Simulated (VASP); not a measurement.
# SnO2 (P4_2/mnm) in VASP: notebook

One crystal, SnO2, is run at these levels: PBE; tasks: relaxation of cell and atoms.

Everything below comes from runs of VASP 6.6.1. Logs are shortened: lines on timing, memory, paths and dates and some standing lists are left out, and cuts for length are marked.

### 1 Starting point

Symmetry: P4_2/mnm, No. 136, tetragonal system. Conventional cell: a = 4.765 Å, b = 4.765 Å, c = 3.207 Å, α = 90.00°, β = 90.00°, γ = 90.00°. Sn (site symmetry mmm) is surrounded by 6 O at 2.06 to 2.07 Å. O (site symmetry m2m) is surrounded by 3 Sn at 2.06 to 2.07 Å.

The cell is a database's computed one.

### 2 Relaxation of cell and atoms, PBE

Input file INCAR:

```
SYSTEM = SnO2
PREC = Accurate
ENCUT = 600
EDIFF = 1E-6
ISMEAR = 0
SIGMA = 0.02
LREAL = .False.
LASPH = .True.
NELM = 120
ALGO = Normal
ISIF = 3
LWAVE = .False.
LCHARG = .False.
GGA = PE
IBRION = 2
NSW = 80
EDIFFG = -0.005
KPAR = 4
```

Input file KPOINTS:

```
Automatic mesh
0
Gamma
  6 6 9
  0 0 0
```

Input file POSCAR:

```
SnO2
1.0
    4.7648180000      0.0000000000      0.0000000000
    0.0000000000      4.7648180000      0.0000000000
    0.0000000000      0.0000000000      3.2074998000
Sn O
2 4
Direct
    0.5000000000      0.5000000000      0.5000000000
    0.0000000000      0.0000000000      0.0000000000
    0.1940277000      0.8059723000      0.5000000000
    0.8059723000      0.1940277000      0.5000000000
    0.3059723000      0.3059723000      0.0000000000
    0.6940277000      0.6940277000      0.0000000000
```

Potentials or basis: VASP PAW PBE potentials, release 64 (Sn_d, O).

Command:

```bash
cat potpaw_PBE.64/Sn_d/POTCAR potpaw_PBE.64/O/POTCAR > POTCAR
mpirun -np 4 vasp_std > vasp.out
```

OUTCAR:

```text
SYSTEM = SnO2
   PREC = Accurate
   ENCUT = 600
   EDIFF = 1E-6
   ISMEAR = 0
   LREAL = .False.
   LASPH = .True.
   NELM = 120
   ISIF = 3
   GGA = PE
   IBRION = 2
   NSW = 80
   EDIFFG = -0.005

 ion  position               nearest neighbor table
   1  0.500  0.500  0.500-   3 2.06   4 2.06   5 2.07   6 2.07   5 2.07   6 2.07   2 3.73   2 3.73
                             2 3.73   2 3.73   2 3.73   2 3.73   2 3.73   2 3.73
   2  0.000  0.000  0.000-   5 2.06   6 2.06   3 2.07   4 2.07   3 2.07   4 2.07   1 3.73   1 3.73
                             1 3.73   1 3.73   1 3.73   1 3.73   1 3.73   1 3.73
   3  0.194  0.806  0.500-   1 2.06   2 2.07   2 2.07
   4  0.806  0.194  0.500-   1 2.06   2 2.07   2 2.07
   5  0.306  0.306  0.000-   2 2.06   1 2.07   1 2.07
   6  0.694  0.694  0.000-   2 2.06   1 2.07   1 2.07

  LATTYP: Found a simple tetragonal cell.
 ALAT       =     4.7648180000
 C/A-ratio  =     0.6731631303

  Lattice vectors:

 A1 = (   4.7648180000,   0.0000000000,   0.0000000000)
 A2 = (   0.0000000000,   4.7648180000,   0.0000000000)
 A3 = (   0.0000000000,   0.0000000000,   3.2074998000)

Analysis of symmetry for initial positions (statically):
=====================================================================
 Subroutine PRICEL returns:
 Original cell was already a primitive cell.

 Routine SETGRP: Setting up the symmetry group for a
 simple tetragonal supercell.

 Subroutine GETGRP returns: Found 16 space group operations
 (whereof  8 operations were pure point group operations)
 out of a pool of 16 trial point group operations.

The static configuration has the point symmetry D_2h.
 The point group associated with its full space group is D_4h.

Analysis of symmetry for dynamics (positions and initial velocities):
=====================================================================
 Subroutine PRICEL returns:
 Original cell was already a primitive cell.

 Routine SETGRP: Setting up the symmetry group for a
 simple tetragonal supercell.

 Subroutine GETGRP returns: Found 16 space group operations
 (whereof  8 operations were pure point group operations)
 out of a pool of 16 trial point group operations.

The dynamic configuration has the point symmetry D_2h.
 The point group associated with its full space group is D_4h.

 Subroutine INISYM returns: Found 16 space group operations
 (whereof  8 operations are pure point group operations),
 and found     1 'primitive' translations

----------------------------------------------------------------------------------------

[... 126 lines left out ...]
   LHFCALC =     F    Hartree Fock is set to
   AEXX    =    0.0000 exact exchange contribution
   IVDW    =     0    specifies the selected vdW correction
   LEPSILON=     F    determine dielectric tensor
   LRPA    =     F    only Hartree local field effects (RPA)
 conjugate gradient relaxation of ions
 non-spin polarized calculation
 Gauss-broadening in eV      SIGMA  =   0.02
  energy-cutoff  :      600.00
  volume of cell :       72.82
 maximum number of plane-waves:      2457
 NGX is ok and might be reduce to    40
   NGX = 19   NGY = 19   NGZ = 13

--------------------------------------- Ionic step        1  -------------------------------------------

 number of electron      52.0000006 magnetization

 Free energy of the ion-electron system (eV)
  ---------------------------------------------------
  ext. energy  EPLUGINS =         0.00000000
  ---------------------------------------------------
  free energy    TOTEN  =       -37.25404894 eV

  energy without entropy =      -37.25404894  energy(sigma->0) =      -37.25404894

------------------------ aborting loop because EDIFF is reached ----------------------------------------

  FORCE on cell =-STRESS in cart. coord.  units (eV):
  Direction    XX          YY          ZZ          XY          YZ          ZX
  --------------------------------------------------------------------------------------
  -------------------------------------------------------------------------------------
  Total        3.0909508      3.0909508      3.7415129      0.0000000      0.0000000      0.0000000
  in kB       68.0054008     68.0054008     82.3187107      0.0000000      0.0000000      0.0000000
  external PRESSURE =      72.7765041 kB  Pullay stress =       0.0000000 kB
[... 101 lines left out ...]
  FREE ENERGIE OF THE ION-ELECTRON SYSTEM (eV)
  ---------------------------------------------------
  free  energy   TOTEN  =       -37.3127952720 eV

  energy  without entropy=      -37.3127952720  energy(sigma->0) =      -37.31279527

[... ionic steps 4 to 10 ...]

--------------------------------------- Ionic step       11  -------------------------------------------

 number of electron      52.0000001 magnetization

------------------------ aborting loop because EDIFF is reached ----------------------------------------
[... 75 lines left out ...]
--------------------------------------- Ionic step       13  -------------------------------------------

 number of electron      52.0000001 magnetization

 Free energy of the ion-electron system (eV)
  ---------------------------------------------------
  ext. energy  EPLUGINS =         0.00000000
  ---------------------------------------------------
  free energy    TOTEN  =       -37.31463671 eV

  energy without entropy =      -37.31463671  energy(sigma->0) =      -37.31463671

 E-fermi :   5.6630     XC(G=0): -10.9638

 val. band max:        5.5032768565   @ k =   0.0000   0.0000   0.0000
 cond. band min:       6.1435895493   @ k =   0.0000   0.0000   0.0000
 fundamental gap:      0.6403126928
 Fermi energy:         5.6629581104

 k-point     1 :       0.0000    0.0000    0.0000
  band No.  band energies     occupation
      1     -15.5284      2.00000
      2     -14.8682      2.00000
      3     -14.6799      2.00000
      4     -14.6523      2.00000
      5     -14.6523      2.00000
      6     -14.5882      2.00000
[... 805 lines left out ...]
     30      13.7031      0.00000
     31      14.6176      0.00000

 [... further k-points ...]

------------------------ aborting loop because EDIFF is reached ----------------------------------------

  FORCE on cell =-STRESS in cart. coord.  units (eV):
  Direction    XX          YY          ZZ          XY          YZ          ZX
  --------------------------------------------------------------------------------------
  -------------------------------------------------------------------------------------
  Total        0.0145835      0.0145835      0.0088529      0.0000000      0.0000000      0.0000000
  in kB        0.3088930      0.3088930      0.1875125      0.0000000      0.0000000      0.0000000
  external PRESSURE =       0.2684328 kB  Pullay stress =       0.0000000 kB
[... 21 lines left out ...]
  FREE ENERGIE OF THE ION-ELECTRON SYSTEM (eV)
  ---------------------------------------------------
  free  energy   TOTEN  =       -37.3146367074 eV

  energy  without entropy=      -37.3146367074  energy(sigma->0) =      -37.31463671

 reached required accuracy - stopping structural energy minimisation
```

OSZICAR:

```text
N       E                     dE             d eps       ncg     rms          rms(c)
DAV:   1     0.690714670815E+03    0.69071E+03   -0.28688E+04  3326   0.286E+03
DAV:   2     0.641075354486E+02   -0.62661E+03   -0.60462E+03  3460   0.730E+02
[... 91 lines left out ...]
  12 F= -.37314628E+02 E0= -.37314628E+02  d E =-.366031E-04
       N       E                     dE             d eps       ncg     rms          rms(c)
DAV:   1    -0.373146564067E+02   -0.27984E-04   -0.23945E-03  3481   0.499E-01    0.334E-02
DAV:   2    -0.373146408251E+02    0.15582E-04   -0.87372E-05  4177   0.909E-02    0.135E-02
DAV:   3    -0.373146365745E+02    0.42506E-05   -0.88948E-06  3720   0.585E-02    0.393E-03
DAV:   4    -0.373146367074E+02   -0.13293E-06   -0.17492E-06  1929   0.217E-02
  13 F= -.37314637E+02 E0= -.37314637E+02  d E =-.858112E-05
```

CONTCAR:

```text
SnO2
   1.00000000000000
     4.8301443206527370    0.0000000000000000    0.0000000000000000
    -0.0000000000000000    4.8301443206527370    0.0000000000000000
     0.0000000000000000    0.0000000000000000    3.2422423934982194
  Sn              O
     2     4
Direct
     0.5000000000000000    0.5000000000000000    0.5000000000000000
     0.0000000000000000    0.0000000000000000    0.0000000000000000
     0.1934471956203748    0.8065528043796253    0.5000000000000000
     0.8065528043796253    0.1934471956203748    0.5000000000000000
     0.3065528043796253    0.3065528043796253    0.0000000000000000
     0.6934471956203747    0.6934471956203747    0.0000000000000000

  0.00000000E+00  0.00000000E+00  0.00000000E+00
  0.00000000E+00  0.00000000E+00  0.00000000E+00
  0.00000000E+00  0.00000000E+00  0.00000000E+00
  0.00000000E+00  0.00000000E+00  0.00000000E+00
  0.00000000E+00  0.00000000E+00  0.00000000E+00
  0.00000000E+00  0.00000000E+00  0.00000000E+00
```

Wall time 97 s (4 MPI ranks of Intel Xeon 6975P-C (Granite Rapids), shared host); peak memory 0.28 GiB.

What came out:

- Free energy: -37.3146 eV
- Relaxed volume: 12.61 Å³/atom
- Relaxed cell: a = 4.830 Å, b = 4.830 Å, c = 3.242 Å, α = 90.00°, β = 90.00°, γ = 90.00°
- Space group after relaxing (to 0.05 Å): P4_2/mnm (No. 136)
- Energy gained by relaxing: 10.1 meV/atom
- Ionic steps: 13
- Pressure after relaxing: 0.0 GPa
- Band gap on the k mesh: 0.64 eV, direct

Forces in eV/Å, atoms in the order of the input:
```
Sn   0.000  0.000  0.000
Sn   0.000  0.000  0.000
O    0.002 -0.002  0.000
O   -0.002  0.002  0.000
O   -0.002 -0.002  0.000
O    0.002  0.002  0.000
```

Step by step:
```tsv
step	energy change (eV)	largest force (eV/Å)	pressure (GPa)	volume (Å³)
1	0.0000	0.0409	7.28	72.82
2	0.0187	0.2360	-7.02	78.79
3	-0.0587	0.1010	0.01	75.51
4	-0.0587	0.0984	0.14	75.45
5	-0.0605	0.0095	0.10	75.57
6	-0.0605	0.0110	0.08	75.59
7	-0.0605	0.0116	0.09	75.60
8	-0.0605	0.0165	0.07	75.60
9	-0.0606	0.0061	-0.06	75.67
10	-0.0606	0.0081	-0.05	75.66
11	-0.0606	0.0081	-0.02	75.66
12	-0.0606	0.0074	-0.02	75.66
13	-0.0606	0.0026	0.03	75.64
```

Final structure:
```yaml
crystal:
  lattice:
    - [4.83014, 0.00000, 0.00000]
    - [0.00000, 4.83014, 0.00000]
    - [0.00000, 0.00000, 3.24224]
  atoms:
    - { symbol: Sn, position: [0.50000, 0.50000, 0.50000] }
    - { symbol: Sn, position: [0.00000, 0.00000, 0.00000] }
    - { symbol: O, position: [0.19345, 0.80655, 0.50000] }
    - { symbol: O, position: [0.80655, 0.19345, 0.50000] }
    - { symbol: O, position: [0.30655, 0.30655, 0.00000] }
    - { symbol: O, position: [0.69345, 0.69345, 0.00000] }
```

Caveat: spin-orbit coupling is left out, which moves the levels of the heavy elements. PBE gaps usually lie below the measured ones, often by a third to a half.

### 3 Relaxation of cell and atoms, PBE

This run uses another cell than the first one, of 12.61 Å³/atom, 1.039 times its volume.

INCAR is that of step 2.

KPOINTS is that of step 2.

Input file POSCAR:

```
SnO2                                    
1.0
    4.8301443207      0.0000000000      0.0000000000
   -0.0000000000      4.8301443207      0.0000000000
    0.0000000000      0.0000000000      3.2422423935
  Sn              O             
     2     4
Direct
     0.5000000000000000    0.5000000000000000    0.5000000000000000
     0.0000000000000000    0.0000000000000000    0.0000000000000000
     0.1934471956203748    0.8065528043796253    0.5000000000000000
     0.8065528043796253    0.1934471956203748    0.5000000000000000
     0.3065528043796253    0.3065528043796253    0.0000000000000000
     0.6934471956203747    0.6934471956203747    0.0000000000000000
```

Potentials or basis: VASP PAW PBE potentials, release 64 (Sn_d, O).

Command:

```bash
cat potpaw_PBE.64/Sn_d/POTCAR potpaw_PBE.64/O/POTCAR > POTCAR
mpirun -np 4 vasp_std > vasp.out
```

Run time: 19 s. Hardware: 4 MPI ranks of Intel Xeon 6975P-C (Granite Rapids), shared host; peak memory 0.27 GiB.

Results (log left out):

```
Free energy             : -37.3210 eV
Pressure after relaxing : 0.0 GPa
Band gap on the k mesh  : 0.64 eV, direct
```

Forces on the atoms (eV/Å):
```
Sn   0.000  0.000  0.000
Sn   0.000  0.000  0.000
O    0.002 -0.002  0.000
O   -0.002  0.002  0.000
O   -0.002 -0.002  0.000
O    0.002  0.002  0.000
```

Final structure:
```
Sn O
1.0
     4.83014    0.00000    0.00000
     0.00000    4.83014    0.00000
     0.00000    0.00000    3.24224
Sn O
2 4
Cartesian
  2.4151 2.4151 1.6211
  0.0000 0.0000 0.0000
  0.9344 3.8958 1.6211
  3.8958 0.9344 1.6211
  1.4807 1.4807 0.0000
  3.3495 3.3495 0.0000
```

Levels at points of the mesh, in eV from the valence-band top:
| k point | band 22 | band 23 | band 24 | band 25 | band 26 | band 27 | band 28 | band 29 | band 30 | band 31 |
| --- | --- | --- | --- | --- | --- | --- | --- | --- | --- | --- |
| (0.00, 0.00, 0.00) | -1.26 | -1.26 | -0.74 | -0.74 | 0.00 | 0.64 | 5.66 | 6.04 | 6.04 | 10.20 |
| (0.50, 0.00, 0.00) | -1.89 | -1.21 | -1.21 | -0.60 | -0.60 | 3.85 | 3.85 | 6.79 | 6.79 | 10.38 |
| (0.50, 0.50, 0.00) | -1.87 | -1.33 | -1.33 | -0.85 | -0.85 | 4.24 | 4.24 | 7.13 | 7.13 | 10.46 |

Caveat: the relaxation stopped at its first step, so nothing moved; spin-orbit coupling is left out, which moves the levels of the heavy elements.
